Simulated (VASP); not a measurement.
A run of VASP 6.6.1 is set up as follows.

File POSCAR:

```
Cu2O
1.0
    4.2600000000      0.0000000000      0.0000000000
    0.0000000000      4.2600000000      0.0000000000
    0.0000000000      0.0000000000      4.2600000000
Cu O
4 2
Direct
    0.7500000000      0.2500000000      0.7500000000
    0.7500000000      0.7500000000      0.2500000000
    0.2500000000      0.7500000000      0.7500000000
    0.2500000000      0.2500000000      0.2500000000
    0.5000000000      0.5000000000      0.5000000000
    0.0000000000      0.0000000000      0.0000000000
```

Contents of INCAR.step1:

```
  ALGO = Normal
  EDIFF = 1E-7
  ENCUT = 520
  GGA = 91
  ISIF = 2
  ISMEAR = -1
  LASPH = T
  LCHARG = T
  LMAXMIX = 4
  LREAL = F
  LWAVE = F
  NELM = 80
  PREC = Accurate
  SIGMA = 0.05
```

File KPOINTS.step1:

```
k-points
0
Gamma
  6 6 6
```

Contents of INCAR.step2:

```
  ALGO = Normal
  EDIFF = 1E-7
  ENCUT = 520
  GGA = 91
  ICHARG = 11
  ISIF = 2
  ISMEAR = 0
  LASPH = T
  LCHARG = F
  LMAXMIX = 4
  LREAL = F
  LWAVE = F
  NELM = 80
  PREC = Accurate
  SIGMA = 0.05
```

Contents of KPOINTS.step2:

```
path GXMGRX,MR
10
line-mode
reciprocal
 0.0000000000  0.0000000000  0.0000000000  G
 0.0000000000  0.5000000000  0.0000000000  X

 0.0000000000  0.5000000000  0.0000000000  X
 0.5000000000  0.5000000000  0.0000000000  M

 0.5000000000  0.5000000000  0.0000000000  M
 0.0000000000  0.0000000000  0.0000000000  G

 0.0000000000  0.0000000000  0.0000000000  G
 0.5000000000  0.5000000000  0.5000000000  R

 0.5000000000  0.5000000000  0.5000000000  R
 0.0000000000  0.5000000000  0.0000000000  X

 0.5000000000  0.5000000000  0.0000000000  M
 0.5000000000  0.5000000000  0.5000000000  R
```

Potentials or basis: VASP PAW PBE potentials, release 64 (Cu, O).

The run is started by

```console
$ cat potpaw_PBE.64/Cu/POTCAR potpaw_PBE.64/O/POTCAR > POTCAR
$ cp INCAR.step1 INCAR
$ cp KPOINTS.step1 KPOINTS
$ mpirun -np 1 vasp_std > vasp.out
$ cp INCAR.step2 INCAR
$ cp KPOINTS.step2 KPOINTS
$ mpirun -np 1 vasp_std > vasp.out
```

Q: Estimate the band gap on the k mesh.

A: 0.56 eV, direct.

Q: Predict the band gap along the path.

A: 0.56 eV, direct.

Levels at the corners of the path, in eV from the valence-band top:
| point | band 24 | band 25 | band 26 | band 27 | band 28 | band 29 | band 30 | band 31 | band 32 | band 33 |
| --- | --- | --- | --- | --- | --- | --- | --- | --- | --- | --- |
| Γ | -1.58 | -1.58 | 0.00 | 0.00 | 0.00 | 0.56 | 1.28 | 1.28 | 7.96 | 7.96 |
| X | -1.69 | -1.20 | -1.20 | -0.39 | -0.39 | 2.29 | 2.29 | 4.27 | 4.27 | 7.47 |
| X | -1.69 | -1.20 | -1.20 | -0.39 | -0.39 | 2.29 | 2.29 | 4.27 | 4.27 | 7.46 |
| M | -1.48 | -1.22 | -1.22 | -0.65 | -0.65 | 1.95 | 1.95 | 3.88 | 3.88 | 6.84 |
| M | -1.48 | -1.22 | -1.22 | -0.65 | -0.65 | 1.95 | 1.95 | 3.88 | 3.88 | 6.84 |
| Γ | -1.58 | -1.58 | 0.00 | 0.00 | 0.00 | 0.56 | 1.28 | 1.28 | 7.96 | 7.96 |
| Γ | -1.58 | -1.58 | 0.00 | 0.00 | 0.00 | 0.56 | 1.28 | 1.28 | 7.96 | 7.97 |
| R | -1.63 | -0.99 | -0.57 | -0.57 | -0.57 | 2.49 | 2.49 | 2.49 | 4.91 | 4.91 |
| R | -1.63 | -0.99 | -0.57 | -0.57 | -0.57 | 2.49 | 2.49 | 2.49 | 4.91 | 4.91 |
| X | -1.69 | -1.20 | -1.20 | -0.39 | -0.39 | 2.29 | 2.29 | 4.27 | 4.27 | 7.44 |
| M | -1.48 | -1.22 | -1.22 | -0.65 | -0.65 | 1.95 | 1.95 | 3.88 | 3.88 | 6.84 |
| R | -1.63 | -0.99 | -0.57 | -0.57 | -0.57 | 2.49 | 2.49 | 2.49 | 4.91 | 4.91 |

Caveat: the log is that of the step along the path at fixed density, whose energy, stress, charges and moments have no meaning.

**The experiment to reproduce.**

From “Importance of surface oxygen vacancies for ultrafast hot carrier relaxation and transport in Cu2O”, 2021, arxiv:2103.03167, for a bulk crystal of Cu2O: band gap 2.17 eV (direct).

Against the measured gap of Cu2O, 2.17 eV (direct; quoted in “Importance of surface oxygen vacancies for ultrafast hot carrier relaxation and transport in Cu2O”, 2021, arxiv:2103.03167), the calculated 0.56 eV is off by -1.61 eV. So large a miss can be the level of theory's own, or it may mean another phase, state or a wrong row. The value is that of PW91, without temperature or zero-point motion. Semilocal functionals fall short of measured gaps as a rule.
